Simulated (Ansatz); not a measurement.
# TiC (P-6m2) in Ansatz: phonons with LDA

Aim: the phonons of TiC with LDA.

Program: Ansatz 0.2.0. These are calculated values, not measurements. Logs are shortened: lines on timing, memory, paths and dates and some standing lists are left out, and cuts for length are marked.

## (1) Starting point

The structure is hexagonal, space group P-6m2 (No. 187). Conventional cell: a = 3.042 Å, b = 3.042 Å, c = 2.698 Å, α = 90.00°, β = 90.00°, γ = 120.00°. Ti (site symmetry -6m2) is surrounded by 6 C at 2.21 Å. Around C (site symmetry -6m2) lie 6 Ti at 2.21 Å.

The cell was built by a generator and needn't be a form met in nature.

## (2) Phonons, LDA

The input, input.yaml:

```yaml
crystal:
  lattice:
    - [3.04209, 0.0, 0.0]
    - [-1.52104, 2.63452, 0.0]
    - [0.0, 0.0, 2.69797]
  atoms:
    - { symbol: Ti, position: [0.0, 0.0, 0.5] }
    - { symbol: C, position: [0.33333, 0.66667, 0.0] }
hamiltonian:
  xc: lda
  pseudopotentials: { kind: paw }
kpoints:
  mp_grid: { grid: [7, 7, 7] }
scf:
  occupations: { method: fermi_dirac, width: 0.05 }
phonons:
  method: dfpt
```

Potentials or basis: Ansatz PAW.

Run with:

```bash
$ ansatz run input.yaml --threads 2 --pin off --max-ram 5632MiB --backend cpu --events-out ev --progress --plain --runs-dir out
```

Standard output:

```text
Warning: the atoms were moved onto the symmetric positions of the space group found under crystal.symmetry.tolerance 1.0e-5 (fractional; no operation is sought that the atoms, as they stand in a round, miss by more than twice it, and no atom is moved by as much as it), and the run uses the moved positions. Before a round's move an operation carried an atom to 1.52e-5 Å from where it should land, the largest such distance. Atom 1 (counting from 0) moved farthest, by 1.76e-5 Å; the longest move in fractions of the cell, of whichever atom, is 0.47 of the tolerance, in 1 round. To run the atoms as typed, lower crystal.symmetry.tolerance until the operations that they miss are no longer found, or set crystal.symmetry.detect: false (a key that needs symmetry detection or time reversal refuses this as the deck is read). The positions used, in the order of the run's atom list: position: [-1.8503646491007004e-17, 5.5510939473021013e-17, 0.5]; position: [0.3333333333333333, 0.6666666666666667, 0.0]; The lattice was moved too: crystal.lattice keeps the space group found at crystal.symmetry.tolerance 1.0e-5 only nearly: the operation that it misses by the most changes a squared length by the fraction 6.65e-6. The run uses the lattice that is a stretch of the typed one, with no rotation, onto the one that keeps every operation to a double's rounding (on a very oblique basis the stretch itself rounds by more); the deck's lattice vector that moved farthest moved by 5.07e-6 Å. To run the lattice as typed, set crystal.symmetry.tolerance under 2.84e-6, the least fraction by which an operation that the lattice misses changes a squared length (the same key also sets how far an atom may lie from its image, so lowering it can lose operations that the atoms keep only within it), or set crystal.symmetry.detect: false, as for the atoms. crystal.lattice made exact, in Å and degrees: [[3.042085831189679, -2.886751345946343e-6, 0.0], [-1.5210404155948394, 2.6345250536786344, 0.0], [0.0, 0.0, 2.69797]]. Pasted over the deck's crystal.lattice, beside positions in fractional coordinates, it runs the same cell (given as lengths and angles, that cell in the form's own orientation, a rigid turn of the misfit's size from the one run here, for which a checkpoint.post_process_only pass over this run's state can be refused: where this run relaxes nothing, give such a pass this deck's own crystal.lattice, as typed; behind a relaxation, as crystal.lattice, the state's own cell, identity.cell in its checkpoint.json), and a matrix so pasted ends this notice, except on a very skew basis of the lattice, where the rounding of the pasted numbers themselves can read as a misfit: the cell is then moved again, and that move is told again. The lattice as run is in this notice's lattice.as_run_ang field (Run.prep()["deck_notices"] in Python, the deck_notice line of an events file, deck_notices of ansatz run --dry-run=json, or deck_notices in record.json in the deck's checkpoint.write directory).
Warning: RAYON_NUM_THREADS=2 ignored (pool sized by the plan → 2); use --threads N
Engine: ansatz 0.2.0, x86_64-unknown-linux-gnu
Pseudopotentials: kind: paw
Pseudopotential: Ti, paw, valence charge 12, recommended cutoff 420 eV (normal), Ti.paw.azcp
Pseudopotential: C, paw, valence charge 4, recommended cutoff 420 eV (normal), C.paw.azcp
Functional definition: SPW92
  exchange = slater_x
  correlation = pw_c
Crystal: 2 atoms, lattice volume = 21.623 Å³
Basis set: ecut = 420 eV, 417 PW (Γ), exchange–correlation on 48×48×40 points (8 copies of the dense FFT grid, shifted against one another)
Bands: 12, of which v1, the nominal top of the filled ones, is band 8 counted from 1 (7 counted from 0)
Symmetry: 12 space group operations
k-points: 100 of 343 (irreducible under 2 space group operations, time reversal used)
Non-local potential: Ti, projectors of the file, l = 0: 3, l = 1: 2, l = 2: 3, l = 3: 1
Non-local potential: C, projectors of the file, l = 0: 2, l = 1: 2, l = 2: 1
PAW form: soft (Blöchl's): semilocal exchange-correlation on the pseudo side does not see the compensation charge
PAW frozen core: Ti, regenerated for the run's functional, and the local potential with it (the file was generated under x = pbe(κ = 0.804, μ = 0.2195149727645171), c = pbe(β = 0.06672455060314922))
PAW frozen core: C, regenerated for the run's functional, and the local potential with it (the file was generated under x = pbe(κ = 0.804, μ = 0.2195149727645171), c = pbe(β = 0.06672455060314922))
PAW one-centre angular grid: Ti, 590 points (default); XC on 64 Gauss nodes
PAW one-centre angular grid: C, 110 points (default); XC on 64 Gauss nodes
Initial density: superposition of atomic densities (neutral atoms: chi_scale 0, normalization atom), corrected by the library's trained network
Initial wavefunctions: pseudopotential atomic-orbital guess
Functional: x = slater, c = lda
SCF iter   1: F=—  HF=-2693.709730 eV  |F-HF|=—  |Δ(HF+E_count)|=         —  Δρ=1.14e-2  dr2=3.01e-2  ethr=1.77e-3  ⟨swp⟩=4.2  Hψ=6005  notcnv=0
preconditioner: auto → none  [insulator: Δε(μ)=0.210 eV  Ē_g=7.098 eV  σ=0.050 eV  W_gap=0.77  n_scr=8 (ndim 8)  ℏωp=22.6 eV  f_vac=0.000  D(μ)=0.37/eV (n_scr^D=0)  ε∞_Penn≈11.1]
SCF iter   2: F=—  HF=-2693.705640 eV  |F-HF|=—  |Δ(HF+E_count)|=   4.09e-3  Δρ=4.52e-3  dr2=3.56e-3  ethr=1.88e-4  ⟨swp⟩=2.0  Hψ=2270  notcnv=0
SCF iter   3: F=—  HF=-2693.705551 eV  |F-HF|=—  |Δ(HF+E_count)|=   8.89e-5  Δρ=8.54e-4  dr2=8.39e-5  ethr=2.23e-5  ⟨swp⟩=2.0  Hψ=1323  notcnv=0
SCF iter   4: F=—  HF=-2693.705564 eV  |F-HF|=—  |Δ(HF+E_count)|=   1.33e-5  Δρ=6.12e-5  dr2=3.93e-7  ethr=5.24e-7  ⟨swp⟩=1.5  Hψ=1252  notcnv=0
SCF iter   5: F=—  HF=-2693.705565 eV  |F-HF|=—  |Δ(HF+E_count)|=   7.47e-7  Δρ=9.49e-6  dr2=8.58e-9  ethr=2.46e-9  ⟨swp⟩=3.0  Hψ=2085  notcnv=0
SCF iter   6: F=—  HF=-2693.705565 eV  |F-HF|=—  |Δ(HF+E_count)|=  7.89e-10  Δρ=1.42e-6  dr2=3.22e-10  ethr=5.36e-11  ⟨swp⟩=2.2  Hψ=1657  notcnv=0
SCF iter   7: F=-2693.705565 eV  HF=-2693.705565 eV  |F-HF|=1.36e-12  |Δ(HF+E_count)|=  6.59e-11  Δρ=2.27e-7  dr2=3.88e-12  ethr=1.00e-12  ⟨swp⟩=3.7  Hψ=5037  notcnv=0
SCF 1 converged in 7 iterations: F = -2693.705565 eV  dr2 = 3.88e-12
DFPT response loops at Γ: preconditioner auto → Kerker (q_TF=auto, 2.595 Å⁻¹) (partly filled bands, converged f_vac=0.000); β = 1.00, the filter's whole step (`scf.mixing.beta` (0.50) is not read by the response loops under this deck's `scf.mixing.preconditioner`; to damp them name `kerker` or `kerker_dos`, under which they read `scf.mixing.beta`, and type it under 1.00, their step now; both keys bind the ground state too); Broyden in place of MSR1
SCF converged after 7 iterations
Free energy (F): -2693.705565 eV
Harris-Foulkes:  -2693.705565 eV  (|F-HF|=1.36e-12)
Internal energy: -2693.702431 eV  (E = F + TS)
E sigma→0 (E₀):  -2693.703998 eV
Entropy (-TS):   -0.003133 eV (-1.567 meV/atom)
Fermi energy:    13.298264 eV
--- Per-component energies (eV) ---
  E_band       = -126.311078
  E_kinetic    = 360.691389
  E_local      = -842.829949  (includes V_loc(G=0)·N_el)
  E_nonlocal   = 37.833894
  E_hartree    = 338.675694
  E_xc         = -145.258315
  E_vxc        = -182.127305  (∫ρ·V_xc dr)
  E_paw        = -1089.331377  (= ΣΔE_a)
  E_vpaw       = -177.230591  (= ΣTr[D̂ρ^β])
  E_aug_tail   = 0.000118  (compensation charges beyond the density's cutoff)
  E_ewald      = -1353.872669
  E_core_change = 0.388783  (= ΣΔE_core)
  E_smearing   = -0.003133  (= −TS)
  E_closure    = 0.000000  (closes the sum)
  Σ components = -2693.705565   (vs F -2693.705565, Δ=0.00e0)
--- Band table (eV; the first three rows and the last of 100) ---
  k-point 0: bands = ["-42.6511", "-19.1154", "-19.1154", "-18.6653", "1.4373", "11.6676", "11.6676", "12.2609", "15.5639", "16.6095", "16.6095", "18.9371"]
  k-point 1: bands = ["-42.6317", "-19.1003", "-19.1003", "-18.8175", "1.8386", "11.7925", "11.8802", "11.8802", "15.5374", "15.8379", "15.8379", "19.1665"]
  k-point 2: bands = ["-42.5880", "-19.1493", "-19.0663", "-19.0663", "2.9302", "10.0504", "12.3912", "12.3912", "14.7635", "14.7635", "16.4831", "18.8621"]
  k-point 99: bands = ["-42.5829", "-19.4268", "-19.2158", "-18.7642", "3.6544", "9.3434", "11.7779", "12.4206", "13.7677", "15.8981", "16.9706", "17.9682"]
--- Phonons (Γ-DFPT): 4 representative perturbations + reference, on 100 of 343 k-points (Σ response iterations 12) ---
  k mesh reduced under 2 symmetry operations, with k and −k counted as one. Each operation leaves every solved perturbation unchanged. A smaller set is not used because it would not reduce the number of displacements times k-points to solve
  ASR residual: 1.786e-4 → 0.000e0 eV/Å²; symmetrization residual: 1.082e-4 eV/Å²
  ASR residual per site (eV/Å²): 1.79e-4 1.44e-4
  Γ frequencies (cm⁻¹): 0.00 0.00 0.00 185.67 393.40 393.40
  non-analytic LO–TO correction: not included (Born effective charges unavailable; polar crystals: no LO–TO splitting at Γ)
```

Run time: 4.2 s. Hardware: 2 threads of Intel Xeon Platinum 8488C (Sapphire Rapids), shared host; peak memory 0.46 GiB.

What came out:

- Free energy: -2693.7056 eV
- Band gap on the k mesh: 0.19 eV, indirect (least direct gap 0.36 eV)
- Highest phonon frequency at Γ, LO-TO splitting left out: 393 cm⁻¹

Phonon frequencies in cm⁻¹ (negative: imaginary):
| q point | frequencies |
| --- | --- |
| (0.000, 0.000, 0.000) | 0 0 0 186 393 393 |

Caveat: odd divisions of the mesh miss points on the zone boundary, where band edges often lie, so the gap on the mesh can be too wide; the PAW data sets come from PBE, with cores solved anew for the run's functional, which leaves a small shift of forces and pressure. LDA gaps usually lie below the measured ones, often by a third to a half.
